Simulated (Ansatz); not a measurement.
**The bulk modulus of InSb from a series of volumes**

Reference cell: an entry of the Crystallography Open Database (COD), whose atoms a relaxation with PBE at fixed cell left in place.

```xyz
2
Lattice="0.0000 3.2391 3.2391 3.2391 0.0000 3.2391 3.2391 3.2391 0.0000" Properties=species:S:1:pos:R:3 pbc="T T T"
In    0.0000    0.0000    0.0000
Sb    4.8586    4.8586    4.8586
```

Sites (sets of like atoms) are named by element and the number of their first atom in this list.

All values are calculated (Ansatz; DFT, PBE, plane waves and PAW, scalar-relativistic, 420 eV cutoff, Γ-centred 12×12×12 k-points, Fermi–Dirac smearing 0.05 eV), not measured.

The cell is scaled uniformly, and the ions relax again at each size.

| V/V₀ | pressure (GPa) |
| --- | --- |
| 0.94 | 6.8 |
| 0.96 | 5.4 |
| 0.98 | 4.2 |
| 1.00 | 3.1 |
| 1.02 | 2.2 |
| 1.04 | 1.3 |
| 1.06 | ? |

Task: Estimate the row at V/V₀ = 1.06 and the bulk modulus.

Result: pressure (GPa): 0.5. Worked: a parabola in ln(V/V₀) through the other 6 rows gives 0.5 GPa there. It crosses zero pressure at V/V₀ = 1.076, the equilibrium volume of this functional, where the bulk modulus is B = −dP/d ln V = 34 GPa.
